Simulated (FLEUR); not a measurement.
A run of FLEUR MaX-R8.1 (later development tree) is set up as follows.

File inp.xml:

```xml
<?xml version="1.0" encoding="UTF-8" standalone="no"?>
<fleurInput fleurInputVersion="0.39">
   <comment>
      Bi                                                                                                  
   </comment>
   <calculationSetup>
      <cutoffs Kmax="4.1" Gmax="12.7" GmaxXC="12.7" numbands="0"/>
      <scfLoop itmax="60" minDistance="0.00001" maxIterBroyd="15" imix="Anderson" alpha="0.05" precondParam="0.0" spinf="2.0" sdNocoIR="T"/>
      <coreElectrons ctail="T" frcor="F" kcrel="0" coretail_lmax="0"/>
      <xcFunctional name="PBEs" relativisticCorrections="F"/>
      <magnetism jspins="1"/>
      <soc l_soc="F" theta="0.0" phi="0.0" spav="F"/>
      <expertModes spex="0" secvar="F"/>
      <geometryOptimization l_f="T" forcealpha="1.0" forcemix="BFGS" epsdisp="0.0005" epsforce="0.0002"/>
      <ldaU l_linMix="F" mixParam="0.05" spinf="1.0"/>
   </calculationSetup>
   <cell>
      <bzIntegration valenceElectrons="21.0" mode="hist" fermiSmearingEnergy="0.00183747">
         <kPointListSelection listName="default-1"/>
         <!-- k-points included here -->
         <xi:include xmlns:xi="http://www.w3.org/2001/XInclude" href="kpts.xml"> </xi:include>
      </bzIntegration>
      <!-- symmetry operations included here -->
      <xi:include xmlns:xi="http://www.w3.org/2001/XInclude" href="sym.xml"> </xi:include>
      <bulkLattice scale="1.0">
         <bravaisMatrix>
            <row-1>   -3.8760021363580632     3.6514497604240943     3.7108948751256365</row-1>
            <row-2>    3.7967092281698473    -3.6927894091258437     3.6729416156391701</row-2>
            <row-3>    3.9116537094247668     3.7284409821925473    -3.7522345238273860</row-3>
         </bravaisMatrix>
      </bulkLattice>
   </cell>
   <atomSpecies>
      <species name="Bismuth (Bi)" element="Bi" atomicNumber="83">
         <mtSphere radius="2.66" gridPoints="879" logIncrement="0.015"/>
         <atomicCutoffs lmax="10" lnonsphr="10"/>
         <electronConfig flipSpins="F">
            <coreConfig>(1s1/2) (2s1/2) (2p1/2) (2p3/2) (3s1/2) (3p1/2) (3p3/2) (4s1/2) (3d3/2) (3d5/2) (4p1/2) (4p3/2) (5s1/2) (4d3/2) (4d5/2) (4f5/2) (4f7/2)</coreConfig>
            <valenceConfig>(5p1/2) (5p3/2) (6s1/2) (5d3/2) (5d5/2) (6p1/2) (6p3/2)</valenceConfig>
            <stateOccupation state="(6p1/2)" spinUp="0.500000" spinDown="0.500000"/>
            <stateOccupation state="(6p3/2)" spinUp="1.000000" spinDown="1.000000"/>
         </electronConfig>
         <energyParameters s="6" p="6" d="5" f="5"/>
         <lo type="SCLO" l="1" n="5" eDeriv="0"/>
         <lo type="SCLO" l="1" n="5" eDeriv="1"/>
         <lo type="SCLO" l="0" n="6" eDeriv="2"/>
         <lo type="SCLO" l="2" n="5" eDeriv="2"/>
         <lo type="SCLO" l="3" n="5" eDeriv="2"/>
      </species>
   </atomSpecies>
   <atomGroups>
      <atomGroup species="Bismuth (Bi)">
         <relPos label="                   1">.0000000000 .0000000000 .0000000000</relPos>
         <force calculate="T" relaxXYZ="TTT"/>
      </atomGroup>
   </atomGroups>
   <output dos="F" band="F" slice="F">
      <checks vchk="F" cdinf="F"/>
      <bandDOS minEnergy="-.5*Htr" maxEnergy="0.5*Htr" sigma="0.015" storeEVData="T"/>
      <vacuumDOS vacdos="F" integ="F" star="F" nstars="0" locx1="0.0" locy1="0.0" locx2="0.0" locy2="0.0" nstm="0" tworkf="0.0"/>
      <unfoldingBand unfoldBand="F" supercellX="1" supercellY="1" supercellZ="1"/>
      <plotting iplot="0" polar="F">
         <plot TwoD="T" vec1="  1.0  0.0  0.0" vec2="  0.0  1.0  0.0" vec3="  0.0  0.0  1.0" zero="  0.0  0.0  0.0" file="plot"/>
      </plotting>
      <chargeDensitySlicing numkpt="0" minEigenval="0.0" maxEigenval="0.0" nnne="0" pallst="F"/>
      <specialOutput eonly="F"/>
      <moessbauerParams electricFieldGradient="T" isomerShift="T" coreHyperfine="T" valenceHyperfine="T"/>
      <magneticCircularDichroism mcd="F" energyLo="-10.0" energyUp="0.0"/>
   </output>
  <!-- We include the file relax.xml here to enable relaxations (see documentation) -->
  <xi:include xmlns:xi="http://www.w3.org/2001/XInclude" href="relax.xml"> <xi:fallback/> </xi:include>
</fleurInput>
```

The input crystal.txt:

```
Bi
&input cartesian=F /
-2.0510920000  1.9322640000  1.9637210000
2.0091320000  -1.9541400000  1.9436370000
2.0699580000  1.9730060000  -1.9855970000
1.8897261246
1.0 1.0 1.0

1
83 -0.0137770000  -0.0173050000  -0.0196660000

&kpt div1=9 div2=9 div3=9 gamma=T /
```

Potentials or basis: all-electron, FLAPW.

Run with:

```sh
$ inpgen -f crystal.txt -profile fastHighL
$ # inp.xml edited to the form shown
$ fleur_MPI
```

**Question.** What does it give for the band gap on the k mesh?

**Answer.** None (metal or under the smearing width).

Core levels (eV from the Fermi level):
| atom | levels |
| --- | --- |
| 1 Bi | 1s1/2 -90489.5, 2s1/2 -16241.3, 2p1/2 -15603.3, 2p3/2 -13284.3, 3s1/2 -3917.0, 3p1/2 -3629.1, 3p3/2 -3109.8, 4s1/2 -895.8, 3d3/2 -2638.6, 3d5/2 -2528.5, 4p1/2 -770.7, 4p3/2 -642.7, 5s1/2 -153.4, 4d3/2 -439.4, 4d5/2 -415.5, 4f5/2 -151.6, 4f7/2 -146.1 |

Caveat: spin-orbit coupling is left out, which moves the levels of the heavy elements.
